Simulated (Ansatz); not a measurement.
MoS2 built on the 3R-MoS2 prototype, relaxed with r2SCAN+rVV10, was run in Ansatz under altered settings. All numbers are computed, without spin polarisation but where a row says otherwise.

```yaml
crystal:
  lattice:
    - [1.58759, 0.91660, 6.19394]
    - [-1.58759, 0.91660, 6.19394]
    - [0.00000, -1.83319, 6.19394]
  atoms:
    - { symbol: Mo, position: [0.99999, 0.99999, 0.99999] }
    - { symbol: S, position: [0.41700, 0.41700, 0.41700] }
    - { symbol: S, position: [0.24968, 0.24968, 0.24968] }
```

The base run's other keys:
```yaml
kpoints:
  mp_grid: { grid: [4, 4, 4] }
hamiltonian:
  xc: hse06
scf:
  occupations: { method: fixed }
  n_extra_bands: 4
```

It takes 17 iterations with 1035 plane waves at 420 eV and 13 k points, and leaves a mean stress of -2.77 GPa. The gap over this mesh is 1.752 eV. It ran on 4 threads of Arm Neoverse N1, on a shared host.

Outcomes, with energy and stress as changes against the base:
```csv
setting,outcome,ΔF (meV/atom),Δ mean stress (GPa),gap on the mesh (eV),iterations,wall time
"PBE hybrid, exx coeff 0.1, omega 0.3 1/Å",converged,–,+3.0,1.369,15,18 s
hamiltonian.xc: hiss,refused,–,–,–,–,2.5 s
"PBE hybrid, exx coeff 0.35, omega 0.5 1/Å",converged,–,0.0,1.510,18,19 s
"PBE hybrid, exx coeff 0.2, omega 0.5 1/Å",converged,–,+2.0,1.385,15,19 s
basis.ecutrho_ratio: 8,converged,0.0,0.0,1.752,18,22 s
```
A dash marks a value that wasn't obtained or can't be compared. Stress is positive in compression. The base took 20 s.

- PBE hybrid, exx coeff 0.1, omega 0.3 1/Å. That is 10 % exact exchange, screened with ω = 0.3 1/Å, against HSE06's 25 % screened at 0.208 1/Å. The mean stress moves by +3.0 GPa and the gap on the mesh by -0.383 eV (to 1.369). Totals of different functionals aren't comparable.
- hamiltonian.xc: hiss. It is rejected at once. Error: inconsistent input (scf.exx.singularity, hamiltonian.xc): left to auto with a screened hybrid — auto would keep the own limit of the kernel of several ranges that all end (none), and with it the interaction's periodic images, which move energies and levels by what the mesh and the cell leave; type `singularity […]
- PBE hybrid, exx coeff 0.35, omega 0.5 1/Å. That is 35 % exact exchange, screened with ω = 0.5 1/Å, against HSE06's 25 % screened at 0.208 1/Å. The mean stress moves by 0.0 GPa and the gap on the mesh by -0.242 eV (to 1.510). Totals of different functionals aren't comparable.
- PBE hybrid, exx coeff 0.2, omega 0.5 1/Å. That is 20 % exact exchange, screened with ω = 0.5 1/Å, against HSE06's 25 % screened at 0.208 1/Å. The mean stress moves by +2.0 GPa and the gap on the mesh by -0.367 eV (to 1.385). Totals of different functionals aren't comparable.

Within 1 meV an atom, 0.1 GPa and 0.005 eV of the base stay: basis.ecutrho_ratio: 8.

Spin-orbit coupling is left out.

The program warns that its thresholds are loose for a hybrid's stress.

The meshes of the hybrids are coarse, so their gaps aren't converged to the digits shown.
